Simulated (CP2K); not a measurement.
Runs of CP2K 2026.2 on GaP. Symmetry: F-43m, No. 216, cubic system. Conventional cell: a = 5.451 Å, b = 5.451 Å, c = 5.451 Å, α = 90.00°, β = 90.00°, γ = 90.00°. Ga (site symmetry -43m) is surrounded by 4 P at 2.36 Å. P (site symmetry -43m) is surrounded by 4 Ga at 2.36 Å. 

| task | level | potentials or basis | smearing | EPS_DEFAULT | NGRIDS | points a segment of the path (NPOINTS) | bands added on the path | CUTOFF of the grids | gap on the mesh (eV) | pressure (GPa) |
| --- | --- | --- | --- | --- | --- | --- | --- | --- | --- | --- |
| band structure | LDA | GTH_POTENTIALS Ga GTH-PADE-q13, P GTH-PADE-q5; TZVP-MOLOPT-PBE-GTH basis | fermi-dirac 0.0259 eV | 1.0E-9 | 4 | 10 | 6 | 450 Ry | 1.49 | -2.5 |
| band structure | r2SCAN | POTENTIAL_UZH Ga GTH-SCAN-q13, P GTH-SCAN-q5; TZVP-MOLOPT-SCAN-GTH basis | fermi-dirac 0.1 eV | 1.0E-9 | 4 | 6 | 2 | 675 Ry | (a) | -0.1 |
| band structure | PBEsol | POTENTIAL_UZH Ga GTH-PBE-q13, P GTH-PBE-q5; TZVP-MOLOPT-PBE-GTH basis | fermi-dirac 0.1 eV | 1.0E-10 | 5 | 8 | 6 | 450 Ry | 1.51 | 0.3 |
| band structure | TB-mBJ | POTENTIAL_UZH Ga GTH-PBE-q13, P GTH-PBE-q5; TZVP-MOLOPT-PBE-GTH basis | fermi-dirac 0.0259 eV | 1.0E-9 | 5 | 6 | 4 | 675 Ry | (b) | - |

Alike in all rows: no spin polarisation; cell as given; k mesh 8 × 8 × 8.

Problem. Fill in the values left out.

Solution. (a) 1.94; (b) 1.79.

Caveats: the basis of atomic orbitals isn't converged, which shifts pressures, moduli and gaps; the potentials were made for another functional, which shifts forces and pressure (some runs); this is a model potential without an energy functional, so only levels have meaning (some runs).

A k mesh can miss the band edges, and the runs leave out spin-orbit coupling on Ga.

Runs at the PBE level aren't shown here.
